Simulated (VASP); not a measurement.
Here is a VASP 6.6.1 calculation.

The input INCAR:

```
ALGO = Normal
EDIFF = 1E-7
EDIFFG = -0.005
ENCUT = 600
GGA = PS
IBRION = 2
ISIF = 3
ISMEAR = 1
KPAR = 2
LASPH = T
LCHARG = F
LREAL = F
LWAVE = F
NELM = 80
NSW = 90
PREC = Accurate
PSTRESS = 440.0
SIGMA = 0.1
```

KPOINTS

```
k-points
0
Gamma
  12 12 8
```

File POSCAR:

```
SiNi                                    
1.0
    2.6366973658      0.0000000000      0.0000000000
    0.0000000000      3.2199776032      0.0000000000
    0.0000000000      0.0000000000      4.5117370837
  Si              Ni            
     2     2
Direct
     0.0000000000000000    0.0000000000000000    0.1536954858822736
     0.5000000000000000    0.5000000000000000    0.8463045141177264
     0.0000000000000000    0.0000000000000000    0.6518474587419968
     0.5000000000000000    0.5000000000000000    0.3481525412580034
```

Potentials or basis: VASP PAW PBE potentials, release 64 (Si, Ni).

Run with:

```sh
$ cat potpaw_PBE.64/Si/POTCAR potpaw_PBE.64/Ni/POTCAR > POTCAR
$ mpirun -np 2 vasp_std > vasp.out
```

(1) Predict the band gap on the k mesh.

Answers

(1) none (metal or under the smearing width).

Caveat: the relaxation stopped at its first step, so nothing moved.
